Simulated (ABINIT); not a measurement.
Crystal: AgBr.

```
Ag Br
1.0
     0.00000    2.87015    2.87015
     2.87015    0.00000    2.87015
     2.87015    2.87015    0.00000
Ag Br
1 1
Direct
  0.00000 0.00000 0.00000
  0.50000 0.50000 0.50000
```

Base run:

- Program: ABINIT 10.8.3 (patched build)
- Functional: AM05
- Potentials or basis: JTH PAW PBE v2.0
- Cutoff: 463 eV
- k mesh: 8 × 8 × 8
- Occupations: fermi-dirac, width 0.05 eV
- Spin: spin-orbit coupling, no magnetisation

Its results: band gap on the k mesh 0.51 eV, indirect (least direct gap 2.35 eV); pressure -0.7 GPa.

After a change of settings the same cell gave: band gap on the k mesh 0.47 eV, indirect (least direct gap 2.43 eV); pressure -2.5 GPa. Which change was it?
A. functional from AM05 to SOGGA; spin from spin-orbit coupling, no magnetisation to no spin polarisation
B. functional from AM05 to PBE; spin from spin-orbit coupling, no magnetisation to no spin polarisation
C. functional from AM05 to PW91

A.

Caveats: the PAW data sets were made with another functional, which shifts forces and pressure a little.
